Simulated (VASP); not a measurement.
# BiTe (Fm-3m) in VASP: single point with PBE

Aim: the single point of BiTe with PBE.

All numbers are computed with VASP 6.6.1; they aren't measurements. Logs are shortened: lines on timing, memory, paths and dates and some standing lists are left out, and cuts for length are marked.

## Step 1: The undisturbed crystal

It takes space group Fm-3m (No. 225, cubic). Conventional cell: a = 6.507 Å, b = 6.507 Å, c = 6.507 Å, α = 90.00°, β = 90.00°, γ = 90.00°. Around Bi (site symmetry m-3m) lie 6 Te at 3.25 Å. Around Te (site symmetry m-3m) lie 6 Bi at 3.25 Å.

The cell comes from a database or a generator and needn't be the stable form of this composition.

## Step 2: Single point, PBE (functional pbe, volume scaled by 1.04)

Contents of INCAR:

```
SYSTEM = BiTe
ALGO = Normal ; EDIFF = 1E-7
ENCUT = 520 ; GGA = PE
ISIF = 2 ; ISMEAR = -1
LASPH = .True. ; LCHARG = .True.
LELF = .True. ; LREAL = .False.
LVHAR = .True. ; LWAVE = .False.
NBANDS = 18 ; NELM = 100
PREC = Accurate ; SIGMA = 0.05
```

Contents of KPOINTS:

```
k-points
0
Gamma
  10 10 10
  0 0 0
```

Contents of POSCAR:

```
BiTe
1.0
    0.0000000000      3.2961276990      3.2961276990
    3.2961276990      0.0000000000      3.2961276990
    3.2961276990      3.2961276990      0.0000000000
Bi Te
1 1
Direct
    0.0000000000      0.0000000000      0.0000000000
    0.5000000000      0.5000000000      0.5000000000
```

Potentials or basis: VASP PAW PBE potentials, release 64 (Bi_d, Te).

The run is started by

```bash
cat potpaw_PBE.64/Bi_d/POTCAR potpaw_PBE.64/Te/POTCAR > POTCAR
mpirun -np 1 vasp_std > vasp.out
```

OUTCAR:

```text
SYSTEM = BiTe
   EDIFF = 1E-7
   ENCUT = 520
   GGA = PE
   ISIF = 2
   ISMEAR = -1
   LASPH = .True.
   LREAL = .False.
   NELM = 100
   PREC = Accurate

 ion  position               nearest neighbor table
   1  0.000  0.000  0.000-   2 3.30   2 3.30   2 3.30   2 3.30   2 3.30   2 3.30
   2  0.500  0.500  0.500-   1 3.30   1 3.30   1 3.30   1 3.30   1 3.30   1 3.30

  LATTYP: Found a face centered cubic cell.
 ALAT       =     6.5922553980

  Lattice vectors:

 A1 = (   0.0000000000,   3.2961276990,   3.2961276990)
 A2 = (   3.2961276990,   0.0000000000,   3.2961276990)
 A3 = (   3.2961276990,   3.2961276990,   0.0000000000)

Analysis of symmetry for initial positions (statically):
=====================================================================
 Subroutine PRICEL returns:
 Original cell was already a primitive cell.

 Routine SETGRP: Setting up the symmetry group for a
 face centered cubic supercell.

 Subroutine GETGRP returns: Found 48 space group operations
 (whereof 48 operations were pure point group operations)
 out of a pool of 48 trial point group operations.

The static configuration has the point symmetry O_h .

Analysis of symmetry for dynamics (positions and initial velocities):
=====================================================================
 Subroutine PRICEL returns:
 Original cell was already a primitive cell.

 Routine SETGRP: Setting up the symmetry group for a
 face centered cubic supercell.

 Subroutine GETGRP returns: Found 48 space group operations
 (whereof 48 operations were pure point group operations)
 out of a pool of 48 trial point group operations.

The dynamic configuration has the point symmetry O_h .

 Subroutine INISYM returns: Found 48 space group operations
 (whereof 48 operations are pure point group operations),
 and found     1 'primitive' translations

----------------------------------------------------------------------------------------

                                     Primitive cell

  volume of cell :      71.6213

  direct lattice vectors                    reciprocal lattice vectors
     0.000000000  3.296127699  3.296127699    -0.151693152  0.151693152  0.151693152
     3.296127699  0.000000000  3.296127699     0.151693152 -0.151693152  0.151693152
     3.296127699  3.296127699  0.000000000     0.151693152  0.151693152 -0.151693152

  length of vectors
     4.661428495  4.661428495  4.661428495     0.262740246  0.262740246  0.262740246

  position of ions in fractional coordinates (direct lattice)
     0.000000000  0.000000000  0.000000000
     0.500000000  0.500000000  0.500000000

  ion indices of the primitive-cell ions
   primitive index   ion index
                 1           1
                 2           2

----------------------------------------------------------------------------------------

 KPOINTS: k-points

Automatic generation of k-mesh.
 Grid dimensions read from file:
 generate k-points for:   10   10   10

 Generating k-lattice:

  Cartesian coordinates                     Fractional coordinates (reciprocal lattice)
    -0.015169315  0.015169315  0.015169315     0.100000000  0.000000000  0.000000000
     0.015169315 -0.015169315  0.015169315     0.000000000  0.100000000  0.000000000
     0.015169315  0.015169315 -0.015169315     0.000000000  0.000000000  0.100000000

  Length of vectors
     0.026274025  0.026274025  0.026274025

  Shift w.r.t. Gamma in fractional coordinates (k-lattice)
     0.000000000  0.000000000  0.000000000

 Subroutine IBZKPT returns following result:
 ===========================================

 Found     47 irreducible k-points:

 Following reciprocal coordinates:
            Coordinates               Weight
  0.000000  0.000000  0.000000      1.000000
  0.100000  0.000000  0.000000      8.000000
  0.200000  0.000000  0.000000      8.000000
  0.300000  0.000000  0.000000      8.000000
  0.400000  0.000000  0.000000      8.000000
  0.500000  0.000000  0.000000      4.000000
[... 16 lines left out ...]
  0.300000  0.300000  0.000000      6.000000
  0.400000  0.300000  0.000000     24.000000
 [... further k-points ...]
   k-points           NKPTS =     47   k-points in BZ     NKDIM =     47   number of bands    NBANDS=     18
   number of dos      NEDOS =    301   number of ions     NIONS =      2
   total plane-waves  NPLWV =  46656
   dimension x,y,z NGX =    36 NGY =   36 NGZ =   36
   dimension x,y,z NGXF=    72 NGYF=   72 NGZF=   72
   ions per type =               1   1
   NGX,Y,Z   is equivalent  to a cutoff of  12.84, 12.84, 12.84 a.u.
   NGXF,Y,Z  is equivalent  to a cutoff of  25.68, 25.68, 25.68 a.u.
 SYSTEM =  BiTe
   PREC   = accura    normal or accurate (medium, high low for compatibility)
   ISTART =      0    job   : 0-new  1-cont  2-samecut
   ICHARG =      2    charge: 1-file 2-atom 10-const
   ISPIN  =      1    spin polarized calculation?
   LNONCOLLINEAR =      F non collinear calculations
   LSORBIT =      F    spin-orbit coupling
   LASPH  =      T    aspherical Exc in radial PAW
   ENCUT  =  520.0 eV  38.22 Ry    6.18 a.u.   8.67  8.67  8.67*2*pi/ulx,y,z
   NELM   =    100;   NELMIN=  2; NELMDL= -5     # of ELM steps
   EDIFF  = 0.1E-06   stopping-criterion for ELM
   LREAL  =      F    real-space projection
   EDIFFG = 0.1E-05   stopping-criterion for IOM
   NSW    =      0    number of steps for IOM
   IBRION =     -1    ionic relax: 0-MD 1-quasi-New 2-CG
   NFREE  =      0    steps in history (QN), initial steepest desc. (CG)
   ISIF   =      2    stress and relaxation
   ISYM   =      2    0-nonsym 1-usesym 2-fastsym
   POTIM  = 0.5000    time-step for ionic-motion
   TEBEG  =    0.0;   TEEND  =   0.0 temperature during run
   PSTRESS=    0.0 pullay stress
   NELECT =      21.0000    total number of electrons
   NUPDOWN=      -1.0000    fix difference up-down
   EMIN   =  10.00;   EMAX   =-10.00  energy-range for DOS
   EFERMI =   0.00;   METHOD = LEGACY
   ISMEAR =    -1;   SIGMA  =   0.05  broadening in eV -4-tet -1-fermi 0-gaus
   EFERMI_NEDOS =   21; number of points for ismear=-14 and -15
   IALGO  =     38    algorithm
   IMIX   =      4    mixing-type and parameters
     AMIX     =   0.40;   BMIX     =  1.00
     AMIX_MAG =   1.60;   BMIX_MAG =  1.00
  volume/ion in A,a.u.               =      35.81       241.66
  Fermi-wavevector in a.u.,A,eV,Ry     =   1.087595  2.055257 16.093829  1.182863
  Thomas-Fermi vector in A             =   2.223758
   LORBIT       =      0    0 simple, 1 ext, 2 COOP (PROOUT), +10 PAW based schemes
   GGA     = PE    functional components
   LHFCALC =     F    Hartree Fock is set to
   AEXX    =    0.0000 exact exchange contribution
   IVDW    =     0    specifies the selected vdW correction
   LEPSILON=     F    determine dielectric tensor
   LRPA    =     F    only Hartree local field effects (RPA)
 non-spin polarized calculation
  energy-cutoff  :      520.00
  volume of cell :       71.62
 maximum number of plane-waves:      1964
   NGX = 17   NGY = 17   NGZ = 17

 number of electron      20.9999998 magnetization

 Free energy of the ion-electron system (eV)
  ---------------------------------------------------
  ext. energy  EPLUGINS =         0.00000000
  ---------------------------------------------------
  free energy    TOTEN  =        -7.16447002 eV

  energy without entropy =       -7.15226587  energy(sigma->0) =       -7.15836794

 E-fermi :   5.9861     XC(G=0):  -9.1856

 val. band max:        5.9734134925   @ k =   0.2000   0.1000   0.0000
 cond. band min:       5.9873548420   @ k =  -0.2000   0.1000   0.0000
 fundamental gap:      0.0139413495
 Fermi energy:         5.9861047192

 k-point     1 :       0.0000    0.0000    0.0000
  band No.  band energies     occupation
      1     -17.1501      2.00000
      2     -17.1501      2.00000
      3     -17.1499      2.00000
      4     -17.1499      2.00000
      5     -17.1499      2.00000
      6      -7.1624      2.00000
[... 10 lines left out ...]
     17      11.8395      0.00000
     18      12.5893      0.00000

 k-point     2 :       0.1000    0.0000    0.0000
  band No.  band energies     occupation
      1     -17.1504      2.00000
      2     -17.1504      2.00000
      3     -17.1498      2.00000
      4     -17.1494      2.00000
      5     -17.1494      2.00000
      6      -7.0796      2.00000
[... 10 lines left out ...]
     17      12.4198      0.00000
     18      13.0682      0.00000

 k-point     3 :       0.2000    0.0000    0.0000
  band No.  band energies     occupation
      1     -17.1513      2.00000
      2     -17.1513      2.00000
      3     -17.1494      2.00000
      4     -17.1480      2.00000
      5     -17.1480      2.00000
      6      -6.8337      2.00000
[... 10 lines left out ...]
     17      13.7065      0.00000
     18      14.2383      0.00000

 k-point     4 :       0.3000    0.0000    0.0000
  band No.  band energies     occupation
      1     -17.1524      2.00000
      2     -17.1524      2.00000
      3     -17.1489      2.00000
      4     -17.1462      2.00000
      5     -17.1462      2.00000
      6      -6.4332      2.00000
[... 375 lines left out ...]
      4     -17.1471      2.00000
      5     -17.1455      2.00000
      6      -6.3145      2.00000
[... 10 lines left out ...]
     17      13.8794      0.00000
     18      15.1164      0.00000

 k-point    23 :       0.3000    0.3000    0.0000
  band No.  band energies     occupation
      1     -17.1564      2.00000
      2     -17.1517      2.00000
      3     -17.1478      2.00000
      4     -17.1448      2.00000
      5     -17.1448      2.00000
      6      -6.2711      2.00000
[... 10 lines left out ...]
     17      13.9901      0.00000
     18      13.9901      0.00000

 k-point    24 :       0.4000    0.3000    0.0000
  band No.  band energies     occupation
      1     -17.1575      2.00000
      2     -17.1516      2.00000
      3     -17.1479      2.00000
      4     -17.1439      2.00000
      5     -17.1436      2.00000
      6      -5.9661      2.00000
[... 10 lines left out ...]
     17      14.8429      0.00000
     18      14.9259      0.00000

 [... further k-points ...]

------------------------ aborting loop because EDIFF is reached ----------------------------------------

  FORCE on cell =-STRESS in cart. coord.  units (eV):
  Direction    XX          YY          ZZ          XY          YZ          ZX
  --------------------------------------------------------------------------------------
  -------------------------------------------------------------------------------------
  Total       -0.7935225     -0.7935225     -0.7935225      0.0000000      0.0000000     -0.0000000
  in kB      -17.7512018    -17.7512018    -17.7512018      0.0000000      0.0000000     -0.0000000
  external PRESSURE =     -17.7512018 kB  Pullay stress =       0.0000000 kB

 VOLUME and BASIS-vectors are now :
 -----------------------------------------------------------------------------
  energy-cutoff  :      520.00
  volume of cell :       71.62
      direct lattice vectors                 reciprocal lattice vectors
     0.000000000  3.296127699  3.296127699    -0.151693152  0.151693152  0.151693152
     3.296127699  0.000000000  3.296127699     0.151693152 -0.151693152  0.151693152
     3.296127699  3.296127699  0.000000000     0.151693152  0.151693152 -0.151693152

 POSITION                                       TOTAL-FORCE (eV/Angst)
 -----------------------------------------------------------------------------------
      0.00000      0.00000      0.00000         0.000000     -0.000000     -0.000000
      3.29613      3.29613      3.29613        -0.000000      0.000000      0.000000
 -----------------------------------------------------------------------------------
    total drift:                               -0.000000      0.000000      0.000000

  FREE ENERGIE OF THE ION-ELECTRON SYSTEM (eV)
  ---------------------------------------------------
  free  energy   TOTEN  =        -7.1644700176 eV

  energy  without entropy=       -7.1522658658  energy(sigma->0) =       -7.15836794
```

Run time: 45 s. Hardware: 1 thread of Intel Xeon Platinum 8259CL at 2.50GHz (Skylake/Cascade Lake), shared host; peak memory 0.23 GiB.

What came out:

* Free energy: -7.1645 eV
* Pressure: -1.8 GPa
* Band gap on the k mesh: none (metal or under the smearing width)

Levels at points of the mesh, in eV from the Fermi level:
```tsv
k point	band 8	band 9	band 10	band 11	band 12	band 13
(0.00, 0.00, 0.00)	-2.40	-2.40	-2.40	2.03	2.03	2.03
(0.50, 0.00, 0.00)	-1.80	-1.80	-1.60	-0.79	-0.54	-0.54
(0.50, 0.50, 0.00)	-5.28	-3.76	-3.76	2.45	3.33	3.33
```

Caveat: spin-orbit coupling is left out, which moves the levels of the heavy elements.
